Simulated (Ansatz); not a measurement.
WC:

```
W C
1.0
     0.00000    2.30211    2.30211
     2.30211    0.00000    2.30211
     2.30211    2.30211    0.00000
W C
1 1
Direct
  0.00000 0.00000 0.00000
  0.75000 0.75000 0.75000
```

The cell was built by a generator and needn't be a form met in nature.

| Quantity | Value |
| --- | --- |
| Program | Ansatz 0.2.0 |
| Task | relaxation of cell and atoms |
| Functional | PBEsol0 |
| Potentials or basis | Ansatz PAW |
| Cutoff | 420 eV (not typed: the program's choice for these potentials) |
| k mesh | 5 × 5 × 5 |
| Occupations | fermi-dirac, width 0.05 eV |
| Spin | no spin polarisation |

At the start: volume 12.20 Å³/atom.

Q: Where does the relaxation end?

A: It ends after 4 steps and the volume is 12.45 Å³/atom (+2.1 %); space group F-43m (No. 216, to 0.05 Å).

Step by step:
| step | energy change (eV) | largest force (eV/Å) | volume (Å³) |
| --- | --- | --- | --- |
| 1 | 0.0000 | 0.0000 | 24.40 |
| 2 | -0.0087 | 0.0000 | 25.00 |
| 3 | -0.0092 | 0.0000 | 24.90 |
| 4 | -0.0101 | 0.0000 | 24.90 |

Final structure:
```
W C
1.0
     0.00000    2.31783    2.31783
     2.31783    0.00000    2.31783
     2.31783    2.31783    0.00000
W C
1 1
Direct
  0.00000 0.00000 0.00000
  0.75000 0.75000 0.75000
```

Caveat: the k mesh is coarse (spacing up to 0.47 Å⁻¹), so the values aren't converged, least of all with exact exchange; the plane-wave basis is chosen anew once the cell has moved, so the energies of steps on either side of that aren't comparable; the PAW data sets come from PBE, with cores solved anew for the run's functional, which leaves a small shift of forces and pressure.
